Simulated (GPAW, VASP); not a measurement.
Given: the input of a run of GPAW 26.7.0 (ASE script) on Se (Selenium). 

run.py

```python
from ase.dft.bandgap import bandgap
from ase.io import read, write
from ase.units import Bohr, GPa
from gpaw import GPAW, PW
from gpaw.elf import elf_from_dft_calculation

atoms = read('Se.xyz')

calc = GPAW(mode=PW(600),
            xc='PBE',
            kpts={'size': (7, 7, 6), 'gamma': True},
            occupations={'name': 'methfessel-paxton', 'order': 0, 'width': 0.023},
            nbands=19,
            convergence={'density': 1e-05, 'energy': 1e-05},
            maxiter=150,
            txt='gpaw.txt')
atoms.calc = calc
energy = atoms.get_potential_energy()
forces = atoms.get_forces()
stress = atoms.get_stress()
calc.write('gs.gpw')
write('result.traj', atoms)
print(f'Energy: {energy:.6f} eV')
print('Forces (eV/A):')
print(forces.round(4))
print('Stress (GPa):', (stress / GPa).round(3))
print('Fermi level:', round(calc.get_fermi_level(), 4), 'eV')
print(f'Gap: {bandgap(calc)[0]:.4f} eV, direct: {bandgap(calc, direct=True)[0]:.4f} eV')

# fields on the real-space grid
write('density.cube', atoms, data=calc.get_pseudo_density() * Bohr**3)
write('potential.cube', atoms, data=calc.get_electrostatic_potential())
write('elf.cube', atoms, data=elf_from_dft_calculation(calc).data)
```

Se.xyz

```xyz
3
Lattice="4.3662000000 0.0000000000 0.0000000000 -2.1831000000 3.7812401180 0.0000000000 0.0000000000 0.0000000000 4.9536000000" Properties=species:S:1:pos:R:3 pbc="T T T"
Se     1.6910292600      2.9289485954      0.0000000000
Se    -0.4920707400      0.8522915226      3.3024000002
Se     0.9841414800      0.0000000000      1.6511999998
```

Potentials or basis: GPAW PAW data sets (gpaw-data 1.2.1), pw.

Launch:

```console
$ OMP_NUM_THREADS=1 python run.py
```

Question: Set up the same calculation for VASP 6.6.1. Potentials or basis there: PBE PAW files Se, 520 eV.

Answer: As run (cutoffs and basis follow the program's own potentials, and thresholds, step limits or extra output files can differ):

The input INCAR:

```
PREC     = Accurate       # precision mode
ENCUT    = 520            # plane-wave cutoff, eV
EDIFF    = 1E-6           # SCF threshold, eV
ISMEAR   = 0              # smearing method
SIGMA    = 0.023          # smearing width, eV
LREAL    = False          # projectors in reciprocal space
LASPH    = True           # aspherical terms in the spheres
NELM     = 60             # most SCF steps
ALGO     = Normal         # electronic algorithm
ISIF     = 2              # what is computed and relaxed
LWAVE    = False          # write WAVECAR
LCHARG   = False          # write CHGCAR
GGA      = PE             # functional
```

KPOINTS

```
Automatic mesh
0
Gamma
  7 7 6
```

File POSCAR:

```
Se
1.0
    4.3662000000      0.0000000000      0.0000000000
   -2.1831000000      3.7812401180      0.0000000000
    0.0000000000      0.0000000000      4.9536000000
Se
3
Direct
    0.7746000000      0.7746000000      0.0000000000
    0.0000000000      0.2254000000      0.6666666667
    0.2254000000      0.0000000000      0.3333333333
```

Potentials or basis: VASP PAW PBE potentials, release 64 (Se).

Run with:

```sh
$ cat potpaw_PBE.64/Se/POTCAR > POTCAR
$ mpirun -np 1 vasp_std > vasp.out
```

Both were run:

|  | GPAW | VASP |
| --- | --- | --- |
| Pressure | 2.8 GPa | 2.9 GPa |
| Largest force | 0.420 eV/Å | 0.434 eV/Å |

Pressure is positive in compression.
